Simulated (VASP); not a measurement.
**BeTe in VASP: one cell, several levels of theory**

What does VASP give for BeTe in the zincblende structure, under -0.5 % equal strain in all directions, the cell held fixed? Runs: PBE, r2SCAN. The results are then set beside those of Ansatz 0.2.0 for the same cell.

Code: VASP 6.6.1. PAW datasets, plane waves. Calculated at 0 K for a non-magnetic cell.

**1. Starting point**

The cell comes from an earlier relaxation with r2SCAN in another program.

The symmetry is F-43m (No. 216, cubic); conventional cell a = 5.629 Å, 22.29 Å³ an atom. Be has 4 Te at 2.44 Å; Te has 4 Be at 2.44 Å.

As a file:

Space group F-43m (No. 216). a = 5.629 Å, b = 5.629 Å, c = 5.629 Å, α = 90.00°, β = 90.00°, γ = 90.00°
| atom | site | symmetry | x | y | z |
| --- | --- | --- | --- | --- | --- |
| Be | 4a | -43m | 0.0000 | 0.0000 | 0.0000 |
| Te | 4d | -43m | 0.2500 | 0.2500 | 0.7500 |

**2. PBE at this geometry**

File INCAR:

```
ENCUT = 520.000000
SIGMA = 0.020000
EDIFF = 1.00e-07
GGA = PE
PREC = Accurate
IBRION = -1
ISIF = 2
ISMEAR = -1
NBANDS = 11
NELM = 120
NSW = 0
LASPH = .TRUE.
LCHARG = .TRUE.
LELF = .TRUE.
LWAVE = .FALSE.
LREAL = .FALSE.
```

File KPOINTS:

```
KPOINTS created by Atomic Simulation Environment
0
Gamma
8 8 8
0 0 0
```

File KPOINTS_OPT:

```
special points
7
Reciprocal
0.0000000000 0.0000000000 0.0000000000 1
-0.5000000000 -0.5000000000 0.0000000000 1
-0.3750000000 -0.3750000000 0.2500000000 1
-0.3750000000 0.0000000000 0.3750000000 1
0.0000000000 0.0000000000 0.5000000000 1
-0.5000000000 -0.2500000000 0.2500000000 1
0.0000000000 0.5000000000 0.5000000000 1
```

File POSCAR:

```
Be Te
 1.0000000000000000
     0.0000000000000000    2.8144805042000001    2.8144805042000001
     2.8144805042000001    0.0000000000000000    2.8144805042000001
     2.8144805042000001    2.8144805042000001    0.0000000000000000
 Be  Te
   1   1
Cartesian
  0.0000000000000000  0.0000000000000000  0.0000000000000000
  1.4072402521000000  1.4072402521000000  1.4072402521000000
```

The run uses the recommended PBE PAW datasets (8 valence electrons a neutral cell).

Run with:

```
> mpirun -np 1 vasp_std
```

Standard output, without the iteration lines:

```text
POSCAR found type information on POSCAR BeTe
 POSCAR found :  2 types and       2 ions
 LDA part: xc-table for (Slater+PW92), standard interpolation
 POSCAR, INCAR and KPOINTS ok, starting setup
 FFT: planning ... GRIDC
 FFT: planning ... GRID_SOFT
 FFT: planning ... GRID
 WAVECAR not read
 entering main loop
 Start KPOINTS_OPT (optional k-point list driver)
k-point batch [1-7\7]
```

OSZICAR:

```text
N       E                     dE             d eps       ncg     rms          rms(c)
DAV:   1     0.210229730517E+02    0.21023E+02   -0.32502E+03   638   0.579E+02
DAV:   2    -0.650233174163E+01   -0.27525E+02   -0.26423E+02   811   0.941E+01
DAV:   3    -0.774136202354E+01   -0.12390E+01   -0.12370E+01   841   0.212E+01
DAV:   4    -0.775534222748E+01   -0.13980E-01   -0.13978E-01   786   0.250E+00
DAV:   5    -0.775558296712E+01   -0.24074E-03   -0.24073E-03   820   0.306E-01    0.414E+00
DAV:   6    -0.765109537415E+01    0.10449E+00   -0.12406E-01   746   0.142E+00    0.248E+00
DAV:   7    -0.761995307276E+01    0.31142E-01   -0.10293E-01   757   0.140E+00    0.485E-01
DAV:   8    -0.762061179360E+01   -0.65872E-03   -0.62784E-03   722   0.457E-01    0.793E-02
DAV:   9    -0.762086191000E+01   -0.25012E-03   -0.33132E-04   759   0.107E-01    0.314E-02
DAV:  10    -0.762092614410E+01   -0.64234E-04   -0.80799E-05   720   0.464E-02    0.160E-02
DAV:  11    -0.762092796918E+01   -0.18251E-05   -0.23670E-06   823   0.902E-03    0.115E-02
DAV:  12    -0.762093035596E+01   -0.23868E-05   -0.51972E-06   686   0.132E-02    0.768E-03
DAV:  13    -0.762093044121E+01   -0.85253E-07   -0.37451E-08   796   0.143E-03
   1 F= -.76209304E+01 E0= -.76209304E+01  d E =-.361332E-10
       N       E                     dE             ncg
DAV:   1     0.581498006488E+03   -0.14575E+04      154
DAV:   2     0.387916144903E+03   -0.19358E+03      219
DAV:   3     0.380521582855E+03   -0.73946E+01      212
DAV:   4     0.380449920263E+03   -0.71663E-01      198
DAV:   5     0.380448490674E+03   -0.14296E-02      195
DAV:   6     0.380448444317E+03   -0.46357E-04      216
DAV:   7     0.380448442868E+03   -0.14492E-05      189
DAV:   8     0.380448442810E+03   -0.57935E-07      206
```

The lines after F= are the extra pass for the points of KPOINTS_OPT, at fixed density; their E is not a total energy.

OUTCAR, selected sections:

```text
k-points           NKPTS =     29   k-points in BZ     NKDIM =     29   number of bands    NBANDS=     11

   NELECT =       8.0000    total number of electrons

   dimension x,y,z NGX =    30 NGY =   30 NGZ =   30
   dimension x,y,z NGXF=    60 NGYF=   60 NGZF=   60

  energy-cutoff  :      520.00
  volume of cell :       44.59
      direct lattice vectors                 reciprocal lattice vectors
     0.000000000  2.814480504  2.814480504    -0.177652678  0.177652678  0.177652678
     2.814480504  0.000000000  2.814480504     0.177652678 -0.177652678  0.177652678
     2.814480504  2.814480504  0.000000000     0.177652678  0.177652678 -0.177652678

 k-points in reciprocal lattice and weights: KPOINTS created by Atomic Simulation Env
   0.00000000  0.00000000  0.00000000       0.002
   0.12500000  0.00000000  0.00000000       0.016
   0.25000000  0.00000000  0.00000000       0.016
   0.37500000  0.00000000  0.00000000       0.016
   0.50000000  0.00000000  0.00000000       0.008
   0.12500000  0.12500000  0.00000000       0.012
   0.25000000  0.12500000  0.00000000       0.047
   0.37500000  0.12500000  0.00000000       0.047
[... 21 more k-points ...]

 E-fermi :   5.4876

 k-point     1 :       0.0000    0.0000    0.0000
  band No.  band energies     occupation
      1      -7.1934      2.00000
      2       5.1144      2.00000
      3       5.1144      2.00000
      4       5.1144      2.00000
      5       8.7228      0.00000
      6       8.7228      0.00000
      7       8.7228      0.00000
      8       8.9475      0.00000
      9      13.4335      0.00000
     10      15.3624      0.00000
     11      15.3624      0.00000

 k-point     2 :       0.1250    0.0000    0.0000
  band No.  band energies     occupation
      1      -7.0454      2.00000
      2       3.7981      2.00000
      3       4.8784      2.00000
      4       4.8784      2.00000
      5       8.6571      0.00000
      6       9.0671      0.00000
      7       9.0671      0.00000
      8      10.2307      0.00000
      9      13.8585      0.00000
     10      14.4318      0.00000
     11      14.4318      0.00000

 k-point     3 :       0.2500    0.0000    0.0000
  band No.  band energies     occupation
      1      -6.6368      2.00000
      2       1.7898      2.00000
      3       4.4385      2.00000
      4       4.4385      2.00000
      5       8.4329      0.00000
      6       9.5986      0.00000
      7       9.5986      0.00000
      8      12.1555      0.00000
      9      14.1553      0.00000
     10      14.1553      0.00000
     11      14.1753      0.00000

 k-point     4 :       0.3750    0.0000    0.0000
  band No.  band energies     occupation
      1      -6.1165      2.00000
      2       0.2023      2.00000
      3       4.1004      2.00000
      4       4.1004      2.00000
      5       8.2573      0.00000
      6       9.7336      0.00000
      7       9.7336      0.00000
      8      12.9700      0.00000
      9      14.8964      0.00000
     10      15.1997      0.00000
     11      15.1997      0.00000

 k-point     5 :       0.5000    0.0000    0.0000
  band No.  band energies     occupation
      1      -5.8447      2.00000
      2      -0.4364      2.00000
      3       3.9790      2.00000
      4       3.9790      2.00000
      5       8.1948      0.00000
      6       9.7036      0.00000
      7       9.7036      0.00000
      8      12.9334      0.00000
      9      16.0619      0.00000
     10      16.6243      0.00000
     11      16.6243      0.00000

 k-point     6 :       0.1250    0.1250    0.0000
  band No.  band energies     occupation
      1      -6.9958      2.00000
      2       4.0151      2.00000
      3       4.4531      2.00000
      4       4.4531      2.00000
      5       8.3421      0.00000
      6       9.6818      0.00000
      7       9.6818      0.00000
      8       9.9468      0.00000
      9      13.2298      0.00000
     10      14.2876      0.00000
     11      15.6054      0.00000

 k-point     7 :       0.2500    0.1250    0.0000
  band No.  band energies     occupation
      1      -6.6722      2.00000
      2       2.3859      2.00000
      3       3.9678      2.00000
      4       4.1320      2.00000
      5       8.4597      0.00000
      6       9.6603      0.00000
      7      10.4220      0.00000
      8      10.9338      0.00000
      9      13.5363      0.00000
     10      14.9380      0.00000
     11      15.3370      0.00000

[... the tables of k-points 8 to 29 left out ...]

  Total        0.3434126      0.3434126      0.3434126      0.0000000     -0.0000000      0.0000000
  in kB       12.3396301     12.3396301     12.3396301      0.0000000     -0.0000000      0.0000000
  external PRESSURE =      12.3396301 kB  Pullay stress =       0.0000000 kB

 POSITION                                       TOTAL-FORCE (eV/Angst)
 -----------------------------------------------------------------------------------
      0.00000      0.00000      0.00000         0.000000      0.000000      0.000000
      1.40724      1.40724      1.40724        -0.000000     -0.000000     -0.000000
 -----------------------------------------------------------------------------------
    total drift:                                0.000000      0.000000      0.000000

  FREE ENERGIE OF THE ION-ELECTRON SYSTEM (eV)
  ---------------------------------------------------
  free  energy   TOTEN  =        -7.6209304412 eV

  energy  without entropy=       -7.6209304412  energy(sigma->0) =       -7.62093044
```

Hardware: 1 MPI rank of Intel Xeon Platinum 8488C, shared host.

The levels at the points of KPOINTS_OPT are read from vasprun.xml.

Levels at the named points, in eV from the top of band v (v: the last filled band by count, c: the next):

```
point    v−1      v     c   c+1
    Γ   0.00   0.00  3.61  3.61
    X  -2.65  -2.65  1.97  2.66
    U  -3.89  -2.24  2.70  5.26
    K  -3.89  -2.24  2.70  5.26
    L  -1.14  -1.14  3.08  4.59
    W  -3.70  -3.21  5.29  5.54
```

Gap with PBE: 1.97 eV, valence top at Γ, conduction bottom at X. Least direct gap: 3.61 eV. Pressure: 1.23 GPa; the forces vanish within 0.01 eV/Å.

The maps below are laid out on this run's own conventional cell (a, b, c = 5.629, 5.629, 5.629 Å).

Density in a lattice plane of the grid's cell (edges 5.63 and 5.63 Å, at 0.000 of the third edge), which holds Be.

Values in e/Å³, 12 rows by 12 columns:
```
0.17 0.21 0.19 0.13 0.08 0.04 0.03 0.04 0.08 0.13 0.19 0.21
0.18 0.19 0.20 0.17 0.12 0.08 0.06 0.08 0.12 0.17 0.20 0.19
0.11 0.13 0.17 0.19 0.17 0.13 0.11 0.13 0.17 0.19 0.17 0.13
0.06 0.08 0.12 0.17 0.20 0.19 0.18 0.19 0.20 0.17 0.12 0.08
0.03 0.04 0.08 0.13 0.19 0.21 0.17 0.21 0.19 0.13 0.08 0.04
0.02 0.03 0.06 0.11 0.18 0.17 0.04 0.17 0.18 0.11 0.06 0.03
0.03 0.04 0.08 0.13 0.19 0.21 0.17 0.21 0.19 0.13 0.08 0.04
0.06 0.08 0.12 0.17 0.20 0.19 0.18 0.19 0.20 0.17 0.12 0.08
0.11 0.13 0.17 0.19 0.17 0.13 0.11 0.13 0.17 0.19 0.17 0.13
0.18 0.19 0.20 0.17 0.12 0.08 0.06 0.08 0.12 0.17 0.20 0.19
0.17 0.21 0.19 0.13 0.08 0.04 0.03 0.04 0.08 0.13 0.19 0.21
0.04 0.17 0.18 0.11 0.06 0.03 0.02 0.03 0.06 0.11 0.18 0.17
```
Columns run along the first of these edges and rows up along the second, over one cell in 12 and 12 even steps from the bottom left corner. Atoms in the plane (fractional): Be at (0.00, 0.00), Be at (0.50, 0.50).

ELF in the same plane.

Values, 12 rows by 12 columns:
```
0.12 0.37 0.57 0.42 0.21 0.07 0.03 0.07 0.21 0.42 0.57 0.37
0.37 0.57 0.70 0.63 0.46 0.21 0.09 0.21 0.46 0.63 0.70 0.57
0.24 0.42 0.63 0.67 0.63 0.42 0.24 0.42 0.63 0.67 0.63 0.42
0.09 0.21 0.46 0.63 0.70 0.57 0.37 0.57 0.70 0.63 0.46 0.21
0.03 0.07 0.21 0.42 0.57 0.37 0.11 0.37 0.57 0.42 0.21 0.07
0.01 0.03 0.09 0.24 0.37 0.12 0.00 0.11 0.37 0.24 0.09 0.03
0.03 0.07 0.21 0.42 0.57 0.37 0.12 0.37 0.57 0.42 0.21 0.07
0.09 0.21 0.46 0.63 0.70 0.57 0.37 0.57 0.70 0.63 0.46 0.21
0.24 0.42 0.63 0.67 0.63 0.42 0.24 0.42 0.63 0.67 0.63 0.42
0.37 0.57 0.70 0.63 0.46 0.21 0.09 0.21 0.46 0.63 0.70 0.57
0.11 0.37 0.57 0.42 0.21 0.07 0.03 0.07 0.21 0.42 0.57 0.37
0.00 0.11 0.37 0.24 0.09 0.03 0.01 0.03 0.09 0.24 0.37 0.12
```
Columns run along the first of these edges and rows up along the second, over one cell in 12 and 12 even steps from the bottom left corner. Atoms in the plane (fractional): Be at (0.00, 0.00), Be at (0.50, 0.50).

Both are smooth fields of the valence electrons: close to the nuclei they are not physical.

The highest ELF values outside the cores: 0.92 on the Be–Te line, 1.2 Å from Be.

**3. r2SCAN**

File INCAR:

```
ENCUT = 520.000000
SIGMA = 0.010000
EDIFF = 1.00e-07
ALGO = Normal
METAGGA = R2SCAN
PREC = Accurate
IBRION = -1
ISIF = 2
ISMEAR = 0
NBANDS = 11
NELM = 120
NSW = 0
LASPH = .TRUE.
LCHARG = .FALSE.
LWAVE = .FALSE.
LREAL = .FALSE.
```

KPOINTS is that of step 2.

KPOINTS_OPT is that of step 2.

POSCAR is that of step 2.

Run with:

```
> mpirun -np 1 vasp_std
```

Standard output, without the iteration lines:

```text
POSCAR found type information on POSCAR BeTe
 POSCAR found :  2 types and       2 ions
 -----------------------------------------------------------------------------
|                                                                             |
|                                                                             |
|     You enforced a specific xc type in the INCAR file but a different       |
|     I HOPE YOU KNOW WHAT YOU ARE DOING!                                     |
|                                                                             |
 -----------------------------------------------------------------------------

 LDA part: xc-table for (None), standard interpolation
 POSCAR, INCAR and KPOINTS ok, starting setup
 FFT: planning ... GRIDC
 FFT: planning ... GRID_SOFT
 FFT: planning ... GRID
 WAVECAR not read
 entering main loop
 Start KPOINTS_OPT (optional k-point list driver)
k-point batch [1-7\7]
```

OSZICAR:

```text
N       E                     dE             d eps       ncg     rms          rms(c)
DAV:   1    -0.197273690315E+01   -0.19727E+01   -0.33621E+03   638   0.597E+02
DAV:   2    -0.305150043778E+02   -0.28542E+02   -0.27391E+02   811   0.971E+01
DAV:   3    -0.317751361363E+02   -0.12601E+01   -0.12581E+01   836   0.217E+01
DAV:   4    -0.317872154899E+02   -0.12079E-01   -0.12078E-01   794   0.244E+00
DAV:   5    -0.317873882577E+02   -0.17277E-03   -0.17276E-03   818   0.270E-01    0.467E+00
DAV:   6    -0.306822046006E+02    0.11052E+01   -0.17589E-01   677   0.267E+00    0.333E+00
DAV:   7    -0.306829523257E+02   -0.74773E-03   -0.14372E-01   751   0.208E+00    0.393E-01
DAV:   8    -0.306815707887E+02    0.13815E-02   -0.72683E-03   737   0.445E-01    0.384E-01
DAV:   9    -0.306821073577E+02   -0.53657E-03   -0.79878E-04   751   0.197E-01    0.174E-01
DAV:  10    -0.306821787091E+02   -0.71351E-04   -0.11592E-04   770   0.656E-02    0.431E-02
DAV:  11    -0.306821848641E+02   -0.61550E-05   -0.16600E-05   749   0.321E-02    0.231E-02
DAV:  12    -0.306821857074E+02   -0.84331E-06   -0.66467E-07   721   0.562E-03    0.344E-03
DAV:  13    -0.306821859977E+02   -0.29033E-06   -0.28741E-07   728   0.235E-03    0.648E-04
DAV:  14    -0.306821859883E+02    0.94146E-08   -0.83544E-09   367   0.622E-04
   1 F= -.30682186E+02 E0= -.30682186E+02  d E =-.805380E-18
       N       E                     dE             ncg
DAV:   1     0.572697285094E+03   -0.14663E+04      154
DAV:   2     0.369473676230E+03   -0.20322E+03      206
DAV:   3     0.361448516421E+03   -0.80252E+01      220
DAV:   4     0.361377949862E+03   -0.70567E-01      195
DAV:   5     0.361376491716E+03   -0.14581E-02      206
DAV:   6     0.361376445674E+03   -0.46041E-04      197
DAV:   7     0.361376444188E+03   -0.14862E-05      203
DAV:   8     0.361376444132E+03   -0.56613E-07      192
```

OUTCAR, selected sections:

```text
k-points           NKPTS =     29   k-points in BZ     NKDIM =     29   number of bands    NBANDS=     11

   NELECT =       8.0000    total number of electrons

   dimension x,y,z NGX =    30 NGY =   30 NGZ =   30
   dimension x,y,z NGXF=    60 NGYF=   60 NGZF=   60

  energy-cutoff  :      520.00
  volume of cell :       44.59
      direct lattice vectors                 reciprocal lattice vectors
     0.000000000  2.814480504  2.814480504    -0.177652678  0.177652678  0.177652678
     2.814480504  0.000000000  2.814480504     0.177652678 -0.177652678  0.177652678
     2.814480504  2.814480504  0.000000000     0.177652678  0.177652678 -0.177652678

 k-points in reciprocal lattice and weights: KPOINTS created by Atomic Simulation Env
   0.00000000  0.00000000  0.00000000       0.002
   0.12500000  0.00000000  0.00000000       0.016
   0.25000000  0.00000000  0.00000000       0.016
   0.37500000  0.00000000  0.00000000       0.016
   0.50000000  0.00000000  0.00000000       0.008
   0.12500000  0.12500000  0.00000000       0.012
   0.25000000  0.12500000  0.00000000       0.047
   0.37500000  0.12500000  0.00000000       0.047
[... 21 more k-points ...]

 E-fermi :   5.0125

 k-point     1 :       0.0000    0.0000    0.0000
  band No.  band energies     occupation
      1      -7.8428      2.00000
      2       4.9566      2.00000
      3       4.9566      2.00000
      4       4.9566      2.00000
      5       8.9702      0.00000
      6       8.9702      0.00000
      7       8.9702      0.00000
      8       9.4788      0.00000
      9      13.9991      0.00000
     10      15.7054      0.00000
     11      15.7054      0.00000

 k-point     2 :       0.1250    0.0000    0.0000
  band No.  band energies     occupation
      1      -7.6849      2.00000
      2       3.6260      2.00000
      3       4.7160      2.00000
      4       4.7160      2.00000
      5       8.9887      0.00000
      6       9.3286      0.00000
      7       9.3286      0.00000
      8      10.6906      0.00000
      9      14.4595      0.00000
     10      14.8091      0.00000
     11      14.8091      0.00000

 k-point     3 :       0.2500    0.0000    0.0000
  band No.  band energies     occupation
      1      -7.2485      2.00000
      2       1.5335      2.00000
      3       4.2615      2.00000
      4       4.2615      2.00000
      5       8.7628      0.00000
      6       9.8811      0.00000
      7       9.8811      0.00000
      8      12.6852      0.00000
      9      14.5411      0.00000
     10      14.5411      0.00000
     11      14.7650      0.00000

 k-point     4 :       0.3750    0.0000    0.0000
  band No.  band energies     occupation
      1      -6.6898      2.00000
      2      -0.1408      2.00000
      3       3.9086      2.00000
      4       3.9086      2.00000
      5       8.5781      0.00000
      6      10.0083      0.00000
      7      10.0083      0.00000
      8      13.4869      0.00000
      9      15.5369      0.00000
     10      15.6769      0.00000
     11      15.6769      0.00000

 k-point     5 :       0.5000    0.0000    0.0000
  band No.  band energies     occupation
      1      -6.3959      2.00000
      2      -0.8192      2.00000
      3       3.7814      2.00000
      4       3.7814      2.00000
      5       8.5123      0.00000
      6       9.9699      0.00000
      7       9.9699      0.00000
      8      13.4291      0.00000
      9      16.7421      0.00000
     10      17.2469      0.00000
     11      17.2469      0.00000

 k-point     6 :       0.1250    0.1250    0.0000
  band No.  band energies     occupation
      1      -7.6320      2.00000
      2       3.8596      2.00000
      3       4.2802      2.00000
      4       4.2802      2.00000
      5       8.5858      0.00000
      6       9.9724      0.00000
      7       9.9724      0.00000
      8      10.4302      0.00000
      9      13.6490      0.00000
     10      14.8554      0.00000
     11      15.9644      0.00000

 k-point     7 :       0.2500    0.1250    0.0000
  band No.  band energies     occupation
      1      -7.2863      2.00000
      2       2.1592      2.00000
      3       3.7760      2.00000
      4       3.9549      2.00000
      5       8.7116      0.00000
      6      10.0197      0.00000
      7      10.7535      0.00000
      8      11.2973      0.00000
      9      14.0496      0.00000
     10      15.5644      0.00000
     11      15.7498      0.00000

[... the tables of k-points 8 to 29 left out ...]

  Total        0.3081528      0.3081528      0.3081528     -0.0000000      0.0000000      0.0000000
  in kB       11.0726605     11.0726605     11.0726605     -0.0000000      0.0000000      0.0000000
  external PRESSURE =      11.0726605 kB  Pullay stress =       0.0000000 kB

 POSITION                                       TOTAL-FORCE (eV/Angst)
 -----------------------------------------------------------------------------------
      0.00000      0.00000      0.00000        -0.000000     -0.000000     -0.000000
      1.40724      1.40724      1.40724         0.000000      0.000000      0.000000
 -----------------------------------------------------------------------------------
    total drift:                                0.000000      0.000000      0.000000

  FREE ENERGIE OF THE ION-ELECTRON SYSTEM (eV)
  ---------------------------------------------------
  free  energy   TOTEN  =       -30.6821859883 eV

  energy  without entropy=      -30.6821859883  energy(sigma->0) =      -30.68218599
```

Hardware: 1 MPI rank of Intel Xeon Platinum 8488C, shared host.

The levels at the points of KPOINTS_OPT are read from vasprun.xml.

Band energies at the special points (eV, zero at the top of v, the last band that the electrons fill by count):

```
point    v−1      v     c   c+1
    Γ   0.00   0.00  4.01  4.01
    X  -2.75  -2.75  2.33  2.99
    U  -4.02  -2.32  3.07  5.74
    K  -4.02  -2.32  3.07  5.74
    L  -1.18  -1.18  3.56  5.01
    W  -3.83  -3.31  5.67  6.06
```

The r2SCAN gap is 2.33 eV and indirect (Γ to X), with 4.01 eV as the least direct one. Pressure: 1.11 GPa; the forces vanish within 0.01 eV/Å.

**4. What came out**

| level | gap (eV) | pressure (GPa) | Ansatz: gap (eV) | Ansatz: pressure (GPa) |
| --- | --- | --- | --- | --- |
| PBE | 1.97 | 1.23 | 1.98 | 1.09 |
| r2SCAN | 2.33 | 1.11 | 2.34 | 0.92 |

In words: The gap runs from 1.97 eV (PBE) to 2.33 eV (r2SCAN). Spin-orbit coupling is left out, though the cell holds Te (Z = 52); in an element this heavy it can shift bands and gaps by tenths of an eV. The two programs agree on the gap within 0.02 eV, far less than the spread between functionals. Datasets and cutoffs are each program's own. VASP's cell holds 8 valence electrons and Ansatz's 18.
